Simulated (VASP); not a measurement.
# CoO (Fm-3m) in VASP: a series of runs

One crystal, CoO, is run at these levels: r2SCAN+U; tasks: single point.

Everything below comes from runs of VASP 6.6.1. Logs are shortened: lines on timing, memory, paths and dates and some standing lists are left out, and cuts for length are marked.

### 1 The structure

Symmetry: Fm-3m, No. 225, cubic system. Conventional cell: a = 4.263 Å, b = 4.263 Å, c = 4.263 Å, α = 90.00°, β = 90.00°, γ = 90.00°. Co (site symmetry m-3m) is surrounded by 6 O at 2.13 Å. O (site symmetry m-3m) has 6 Co at 2.13 Å as nearest neighbours.

### 2 Single point, r2SCAN+U, collinear spin, ferrimagnetic start

File INCAR:

```
SYSTEM = CoO
  PREC = Accurate
  ENCUT = 520
  EDIFF = 1E-6
  ISMEAR = 0
  SIGMA = 0.05
  LREAL = .False.
  LASPH = .True.
  NELM = 100
  ALGO = Normal
  ISIF = 2
  LWAVE = .False.
  LCHARG = .True.
  ISPIN = 2
  MAGMOM = 2 -1 0 0
  LORBIT = 11
  LMAXMIX = 4
  LDAU = .True.
  LDAUTYPE = 2
  LDAUL = 2 -1
  LDAUU = 2 0
  LDAUJ = 0 0
  LDAUPRINT = 1
  METAGGA = R2SCAN
  LMIXTAU = .True.
  LELF = .True.
  LVHAR = .True.
```

File KPOINTS:

```
Automatic mesh
0
Gamma
  8 8 8
  0 0 0
```

File POSCAR:

```
CoO
1.0
    0.0000000000      2.1315016600      2.1315016600
    2.1315016600      0.0000000000      2.1315016600
    4.2630033200      4.2630033200      0.0000000000
Co O
2 2
Direct
    0.0000000000      0.0000000000      0.0000000000
    0.0000000000      0.0000000000      0.5000000000
    0.5000000000      0.5000000000      0.2500000000
    0.5000000000      0.5000000000      0.7500000000
```

Potentials or basis: VASP PAW PBE potentials, release 64 (Co, O).

Launch:

```
> cat potpaw_PBE.64/Co/POTCAR potpaw_PBE.64/O/POTCAR > POTCAR
> mpirun -np 1 vasp_std > vasp.out
```

OUTCAR:

```text
SYSTEM = CoO
   PREC = Accurate
   ENCUT = 520
   EDIFF = 1E-6
   ISMEAR = 0
   LREAL = .False.
   LASPH = .True.
   NELM = 100
   ISIF = 2
   ISPIN = 2
   LORBIT = 11
   METAGGA = R2SCAN

 ion  position               nearest neighbor table
   1  0.000  0.000  0.000-   4 2.13   3 2.13   4 2.13   3 2.13   4 2.13   3 2.13   2 3.01   2 3.01
                             2 3.01   2 3.01   2 3.01   2 3.01
   2  0.000  0.000  0.500-   3 2.13   3 2.13   4 2.13   3 2.13   4 2.13   4 2.13   1 3.01   1 3.01
                             1 3.01   1 3.01   1 3.01   1 3.01
   3  0.500  0.500  0.250-   1 2.13   1 2.13   2 2.13   1 2.13   2 2.13   2 2.13
   4  0.500  0.500  0.750-   2 2.13   1 2.13   2 2.13   1 2.13   2 2.13   1 2.13

  LATTYP: Found a trigonal (rhomboedric) cell.
 ALAT       =     5.2210914529
 COS(alpha) =     0.8333333333

  Lattice vectors:

 A1 = (   4.2630033200,   2.1315016600,  -2.1315016600)
 A2 = (   2.1315016600,   2.1315016600,  -4.2630033200)
 A3 = (   2.1315016600,   4.2630033200,  -2.1315016600)

Analysis of symmetry for initial positions (statically):
=====================================================================
 Subroutine PRICEL returns following result:

  LATTYP: Found a face centered cubic cell.
 ALAT       =     4.2630033200

  Lattice vectors:

 A1 = (   0.0000000000,   2.1315016600,   2.1315016600)
 A2 = (   2.1315016600,   0.0000000000,   2.1315016600)
 A3 = (   2.1315016600,   2.1315016600,   0.0000000000)

   2 primitive cells build up your supercell.

 Routine SETGRP: Setting up the symmetry group for a
 trigonal (rhombohedral) supercell.

 Subroutine GETGRP returns: Found 12 space group operations
 (whereof 12 operations were pure point group operations)
 out of a pool of 12 trial point group operations.

The static configuration has the point symmetry D_3d.

Analysis of symmetry for dynamics (positions and initial velocities):
=====================================================================
 Subroutine PRICEL returns following result:

  LATTYP: Found a face centered cubic cell.
 ALAT       =     4.2630033200

  Lattice vectors:

 A1 = (   0.0000000000,   2.1315016600,   2.1315016600)
 A2 = (   2.1315016600,   0.0000000000,   2.1315016600)
 A3 = (   2.1315016600,   2.1315016600,   0.0000000000)

   2 primitive cells build up your supercell.

 Routine SETGRP: Setting up the symmetry group for a
 trigonal (rhombohedral) supercell.

 Subroutine GETGRP returns: Found 12 space group operations
 (whereof 12 operations were pure point group operations)
 out of a pool of 12 trial point group operations.

The dynamic configuration has the point symmetry D_3d.

Analysis of structural, dynamic, and magnetic symmetry:
=====================================================================
 Subroutine PRICEL returns:
 Original cell was already a primitive cell.

 Routine SETGRP: Setting up the symmetry group for a
 trigonal (rhombohedral) supercell.

 Subroutine GETGRP returns: Found 12 space group operations
 (whereof 12 operations were pure point group operations)
 out of a pool of 12 trial point group operations.

[... 160 lines left out ...]

spin component  2

  0.6216  0.2899 -0.1528  0.2899  0.0000
  0.2899  0.6216 -0.0764 -0.2899  0.1323
 -0.1528 -0.0764  0.1802 -0.0764  0.0000
  0.2899 -0.2899 -0.0764  0.6216 -0.1323
  0.0000  0.1323  0.0000 -0.1323  0.1802

 occupancies and eigenvectors

  o =  0.0418  v =  0.0000  0.0000  0.0000  0.0000  0.0000 -0.5774  0.5774 -0.0000  0.5774  0.0000      0.0000  0.0000  0.0000  0.0000  0.0000  0.0000  0.0000  0.0000  0.0000  0.0000
  o =  0.1351  v =  0.0000  0.0000  0.0000  0.0000  0.0000 -0.0079 -0.1695 -0.0402  0.1616  0.9713      0.0000  0.0000  0.0000  0.0000  0.0000  0.0000  0.0000  0.0000  0.0000  0.0000
  o =  0.1351  v =  0.0000  0.0000  0.0000  0.0000  0.0000 -0.1911 -0.0887 -0.9713 -0.1024 -0.0402      0.0000  0.0000  0.0000  0.0000  0.0000  0.0000  0.0000  0.0000  0.0000  0.0000
  o =  0.9566  v =  0.0000  0.0000  0.0000  0.0000  0.0000 -0.7061 -0.0390  0.2084 -0.6671  0.1070      0.0000  0.0000  0.0000  0.0000  0.0000  0.0000  0.0000  0.0000  0.0000  0.0000
  o =  0.9566  v =  0.0000  0.0000  0.0000  0.0000  0.0000 -0.3627 -0.7928  0.1070  0.4302 -0.2084      0.0000  0.0000  0.0000  0.0000  0.0000  0.0000  0.0000  0.0000  0.0000  0.0000
  o =  0.9646  v =  0.0083  0.7111  0.0002 -0.7028 -0.0183  0.0000  0.0000  0.0000  0.0000  0.0000      0.0000  0.0000  0.0000  0.0000  0.0000  0.0000  0.0000  0.0000  0.0000  0.0000
  o =  0.9646  v =  0.8163  0.4009  0.0183  0.4154  0.0002  0.0000  0.0000  0.0000  0.0000  0.0000      0.0000  0.0000  0.0000  0.0000  0.0000  0.0000  0.0000  0.0000  0.0000  0.0000
  o =  0.9703  v =  0.5774 -0.5774  0.0000 -0.5774  0.0000  0.0000  0.0000  0.0000  0.0000  0.0000      0.0000  0.0000  0.0000  0.0000  0.0000  0.0000  0.0000  0.0000  0.0000  0.0000
  o =  1.0015  v = -0.0150 -0.0071  0.9993 -0.0079  0.0314  0.0000  0.0000  0.0000  0.0000  0.0000      0.0000  0.0000  0.0000  0.0000  0.0000  0.0000  0.0000  0.0000  0.0000  0.0000
  o =  1.0015  v =  0.0005  0.0132 -0.0314 -0.0127  0.9993  0.0000  0.0000  0.0000  0.0000  0.0000      0.0000  0.0000  0.0000  0.0000  0.0000  0.0000  0.0000  0.0000  0.0000  0.0000

atom =   2  type =  1  l = 2

 onsite density matrix

spin component  1

  0.6450 -0.1517  0.0310 -0.1517 -0.0000
 -0.1517  0.6450  0.0155  0.1517 -0.0269
  0.0310  0.0155  0.1460  0.0155 -0.0000
 -0.1517  0.1517  0.0155  0.6450  0.0269
 -0.0000 -0.0269 -0.0000  0.0269  0.1460

spin component  2

  0.9661  0.0008 -0.0005  0.0008  0.0000
  0.0008  0.9661 -0.0002 -0.0008  0.0004
 -0.0005 -0.0002  1.0036 -0.0002  0.0000
  0.0008 -0.0008 -0.0002  0.9661 -0.0004
  0.0000  0.0004  0.0000 -0.0004  1.0036

 occupancies and eigenvectors

  o =  0.1419  v = -0.0003  0.0759  0.0030 -0.0762  0.9942  0.0000  0.0000  0.0000  0.0000  0.0000      0.0000  0.0000  0.0000  0.0000  0.0000  0.0000  0.0000  0.0000  0.0000  0.0000
  o =  0.1419  v =  0.0878  0.0441 -0.9942  0.0437  0.0030  0.0000  0.0000  0.0000  0.0000  0.0000      0.0000  0.0000  0.0000  0.0000  0.0000  0.0000  0.0000  0.0000  0.0000  0.0000
  o =  0.4974  v = -0.1118  0.6404 -0.0148 -0.7522 -0.1065  0.0000  0.0000  0.0000  0.0000  0.0000      0.0000  0.0000  0.0000  0.0000  0.0000  0.0000  0.0000  0.0000  0.0000  0.0000
  o =  0.4974  v =  0.8040  0.4988  0.1065  0.3052 -0.0148  0.0000  0.0000  0.0000  0.0000  0.0000      0.0000  0.0000  0.0000  0.0000  0.0000  0.0000  0.0000  0.0000  0.0000  0.0000
  o =  0.9484  v = -0.5774  0.5774 -0.0000  0.5774 -0.0000  0.0000  0.0000  0.0000  0.0000  0.0000      0.0000  0.0000  0.0000  0.0000  0.0000  0.0000  0.0000  0.0000  0.0000  0.0000
  o =  0.9645  v =  0.0000  0.0000  0.0000  0.0000  0.0000 -0.5774  0.5774  0.0000  0.5774 -0.0000      0.0000  0.0000  0.0000  0.0000  0.0000  0.0000  0.0000  0.0000  0.0000  0.0000
  o =  0.9669  v =  0.0000  0.0000  0.0000  0.0000  0.0000 -0.2154 -0.7897 -0.0040  0.5743  0.0146      0.0000  0.0000  0.0000  0.0000  0.0000  0.0000  0.0000  0.0000  0.0000  0.0000
  o =  0.9669  v =  0.0000  0.0000  0.0000  0.0000  0.0000  0.7875  0.2072  0.0146  0.5803  0.0040      0.0000  0.0000  0.0000  0.0000  0.0000  0.0000  0.0000  0.0000  0.0000  0.0000
  o =  1.0037  v =  0.0000  0.0000  0.0000  0.0000  0.0000  0.0000  0.0107  0.0000 -0.0107  0.9999      0.0000  0.0000  0.0000  0.0000  0.0000  0.0000  0.0000  0.0000  0.0000  0.0000
  o =  1.0037  v =  0.0000  0.0000  0.0000  0.0000  0.0000 -0.0123 -0.0062  0.9999 -0.0062 -0.0000      0.0000  0.0000  0.0000  0.0000  0.0000  0.0000  0.0000  0.0000  0.0000  0.0000

 number of electron      30.0000015 magnetization       0.0001116

 Free energy of the ion-electron system (eV)
  ---------------------------------------------------
  ext. energy  EPLUGINS =         0.00000000
  ---------------------------------------------------
  free energy    TOTEN  =       -41.03263929 eV

  energy without entropy =      -41.02733865  energy(sigma->0) =      -41.02998897

 E-fermi :   7.6720     XC(G=0): -13.0578

 val. band max:        7.6694645683   @ k =  -0.1250  -0.2500   0.2500
 cond. band min:       7.6724981662   @ k =   0.2500   0.1250   0.1250
 fundamental gap:      0.0030335980
 Fermi energy:         7.6719936912

 spin component 1

 k-point     1 :       0.0000    0.0000    0.0000
  band No.  band energies     occupation
      1     -13.1429      1.00000
      2     -11.9143      1.00000
      3      -0.5372      1.00000
      4       1.4284      1.00000
      5       1.4284      1.00000
      6       3.0450      1.00000
[... 1097 lines left out ...]
     19      13.8238      0.00000
     20      14.7439      0.00000

 [... further k-points ...]

------------------------ aborting loop because EDIFF is reached ----------------------------------------

  FORCE on cell =-STRESS in cart. coord.  units (eV):
  Direction    XX          YY          ZZ          XY          YZ          ZX
  --------------------------------------------------------------------------------------
  -------------------------------------------------------------------------------------
  Total       -1.1252738     -1.1252738     -1.1252738      0.2728618     -0.2728618     -0.2728618
  in kB      -46.5427230    -46.5427230    -46.5427230     11.2859030    -11.2859030    -11.2859030
  external PRESSURE =     -46.5427230 kB  Pullay stress =       0.0000000 kB

 VOLUME and BASIS-vectors are now :
 -----------------------------------------------------------------------------
  energy-cutoff  :      520.00
  volume of cell :       38.74
      direct lattice vectors                 reciprocal lattice vectors
     0.000000000  2.131501660  2.131501660    -0.234576407  0.234576407  0.234576407
     2.131501660  0.000000000  2.131501660     0.234576407 -0.234576407  0.234576407
     4.263003320  4.263003320  0.000000000     0.117288203  0.117288203 -0.117288203

 POSITION                                       TOTAL-FORCE (eV/Angst)
 -----------------------------------------------------------------------------------
      0.00000      0.00000      0.00000         0.000000     -0.000000      0.000000
      2.13150      2.13150      0.00000         0.000000     -0.000000      0.000000
      2.13150      2.13150      2.13150        -0.074654     -0.074654      0.074654
      4.26300      4.26300      2.13150         0.074654      0.074654     -0.074654
 -----------------------------------------------------------------------------------
    total drift:                                0.000000     -0.000000     -0.000000

  FREE ENERGIE OF THE ION-ELECTRON SYSTEM (eV)
  ---------------------------------------------------
  free  energy   TOTEN  =       -41.0326392896 eV

  energy  without entropy=      -41.0273386520  energy(sigma->0) =      -41.02998897

 total charge

# of ion       s       p       d       tot
------------------------------------------
    1        0.297   0.365   7.105   7.768
    2        0.300   0.369   7.110   7.778
    3        1.558   3.484   0.000   5.041
    4        1.558   3.484   0.000   5.041
--------------------------------------------------
tot          3.712   7.701  14.215  25.628

 magnetization (x)

# of ion       s       p       d       tot
------------------------------------------
    1        0.013   0.007   2.677   2.698
    2       -0.008  -0.006  -2.679  -2.693
    3       -0.000  -0.010   0.000  -0.011
    4       -0.000  -0.010   0.000  -0.011
--------------------------------------------------
tot          0.004  -0.019  -0.002  -0.017
```

Wall time 10 min (1 thread of Intel Xeon Platinum 8375C at 2.90GHz (Ice Lake), shared host); peak memory 0.25 GiB.

The run converged, but a check on its numbers failed (symmetry, net force, bounds or a known fault of this set-up), so they aren't taken as properties of the crystal.

Caveat: the result breaks the symmetry of the cell; the PAW data sets were made with another functional, which shifts forces and pressure a little.

### 3 Single point, r2SCAN+U, collinear spin, random start

This run uses another cell than the first one: it holds 2 atoms, not 4.

File INCAR:

```
ALGO     = Normal         # electronic algorithm
EDIFF    = 1E-6           # SCF threshold, eV
ENCUT    = 520            # plane-wave cutoff, eV
ISIF     = 2              # what is computed and relaxed
ISMEAR   = 0              # smearing method
ISPIN    = 2              # spin polarisation
LASPH    = T              # aspherical terms in the spheres
LCHARG   = F              # write CHGCAR
LDAU     = T              # DFT+U
LDAUJ    = 0 0          
LDAUL    = 2 -1           # shell
LDAUPRINT= 1            
LDAUTYPE = 2            
LDAUU    = 2 0            # U, eV
LMAXMIX  = 4              # l up to which the mixer works
LMIXTAU  = T            
LORBIT   = 11             # projections on sites
LREAL    = F              # projectors in reciprocal space
LWAVE    = F              # write WAVECAR
MAGMOM   = 1.59 0         # initial moments
METAGGA  = R2SCAN         # meta-GGA
NBANDS   = 18             # bands
NELM     = 100            # most SCF steps
PREC     = Accurate       # precision mode
SIGMA    = 0.05           # smearing width, eV
```

File KPOINTS:

```
k-points
0
Gamma
  8 8 8
```

File POSCAR:

```
CoO
1.0
    0.0000000000      2.1315016600      2.1315016600
    2.1315016600      0.0000000000      2.1315016600
    2.1315016600      2.1315016600      0.0000000000
Co O
1 1
Direct
    0.0000000000      0.0000000000      0.0000000000
    0.5000000000      0.5000000000      0.5000000000
```

Potentials or basis: VASP PAW PBE potentials, release 64 (Co, O).

Launch:

```
> cat potpaw_PBE.64/Co/POTCAR potpaw_PBE.64/O/POTCAR > POTCAR
> mpirun -np 1 vasp_std > vasp.out
```

Run time: 93 s. Hardware: 1 thread of Intel Xeon Platinum 8375C at 2.90GHz (Ice Lake), shared host; peak memory 0.16 GiB.

The run converged. Its results:

- Free energy: -20.0290 eV
- Pressure: -7.6 GPa
- Band gap on the k mesh: none (metal or under the smearing width)
- Net moment: 3.00 μB per cell
- Site moments: Co +2.75; O +0.25 μB
- Valence electrons inside the program's atomic spheres: Co 7.77; O 5.04

Levels at points of the mesh, in eV from the Fermi level:
Spin up:
| k point | band 6 | band 7 | band 8 | band 9 | band 10 | band 11 | band 12 | band 13 |
| --- | --- | --- | --- | --- | --- | --- | --- | --- |
| (0.00, 0.00, 0.00) | -4.24 | -2.87 | -2.87 | -2.87 | 1.71 | 17.84 | 18.40 | 18.40 |
| (0.50, 0.00, 0.00) | -3.64 | -2.79 | -0.46 | -0.46 | 5.89 | 10.30 | 14.39 | 14.39 |
| (0.50, 0.50, 0.00) | -4.11 | -3.93 | -3.35 | -3.35 | 6.63 | 10.92 | 11.84 | 16.96 |
Spin down:
| k point | band 2 | band 3 | band 4 | band 5 | band 6 | band 7 | band 8 | band 9 | band 10 | band 11 |
| --- | --- | --- | --- | --- | --- | --- | --- | --- | --- | --- |
| (0.00, 0.00, 0.00) | -2.25 | -2.25 | -2.25 | -1.13 | -1.13 | -1.13 | 2.10 | 2.11 | 2.47 | 18.14 |
| (0.50, 0.00, 0.00) | -7.41 | -4.09 | -4.09 | -0.10 | -0.10 | 0.20 | 4.55 | 4.56 | 6.33 | 11.42 |
| (0.50, 0.50, 0.00) | -6.18 | -3.56 | -3.56 | -2.17 | 0.05 | 0.05 | 2.63 | 3.05 | 7.77 | 11.63 |

Eigenvalues of the final occupation matrices:
| site | spin | trace | eigenvalues |
| --- | --- | --- | --- |
| site 1 d | 1 | 4.92 | 0.97 0.97 0.97 1.01 1.01 |
| site 1 d | 2 | 2.21 | 0.13 0.13 0.65 0.65 0.65 |

Caveat: the PAW data sets were made with another functional, which shifts forces and pressure a little; a cell with one magnetic atom can't hold antiferromagnetic order, which such compounds often take.

### 4 Single point, r2SCAN+U, collinear spin, ferromagnetic start

This run uses another cell than the first one: it holds 2 atoms, not 4.

File INCAR:

```
PREC = Accurate ; ENCUT = 520
EDIFF = 1E-6 ; ISMEAR = 0
SIGMA = 0.05 ; LREAL = F
LASPH = T ; NELM = 120
ALGO = Normal ; ISIF = 2
LWAVE = F ; LCHARG = F
ISPIN = 2 ; MAGMOM = 2 0
LORBIT = 11 ; NUPDOWN = 3
LMAXMIX = 4 ; LDAU = T
LDAUTYPE = 2 ; LDAUL = 2 -1
LDAUU = 2 0 ; LDAUJ = 0 0
LDAUPRINT = 1 ; METAGGA = R2SCAN
LMIXTAU = T
```

File KPOINTS:

```
Automatic mesh
0
Gamma
  8 8 8
```

POSCAR is that of step 3.

Launch:

```
> cat potpaw_PBE.64/Co/POTCAR potpaw_PBE.64/O/POTCAR > POTCAR
> mpirun -np 1 vasp_std > vasp.out
```

It took 57 s on 1 thread of Intel Xeon Platinum 8375C at 2.90GHz (Ice Lake), shared host; peak memory 0.16 GiB.

The run converged. Its results:

```
Free energy                                           : -20.0290 eV
Pressure                                              : -7.6 GPa
Net moment                                            : 3.00 μB per cell
Site moments                                          : Co +2.75; O +0.25 μB
Valence electrons inside the program's atomic spheres : Co 7.77; O 5.04
```

Eigenvalues of the final occupation matrices:
| site | spin | trace | eigenvalues |
| --- | --- | --- | --- |
| site 1 d | 1 | 4.92 | 0.97 0.97 0.97 1.01 1.01 |
| site 1 d | 2 | 2.21 | 0.13 0.13 0.65 0.65 0.65 |

Caveat: the PAW data sets were made with another functional, which shifts forces and pressure a little; the total moment is fixed, so each spin has its own Fermi level; a cell with one magnetic atom can't hold antiferromagnetic order, which such compounds often take. The state reached can hang on the start; a lower one may exist.
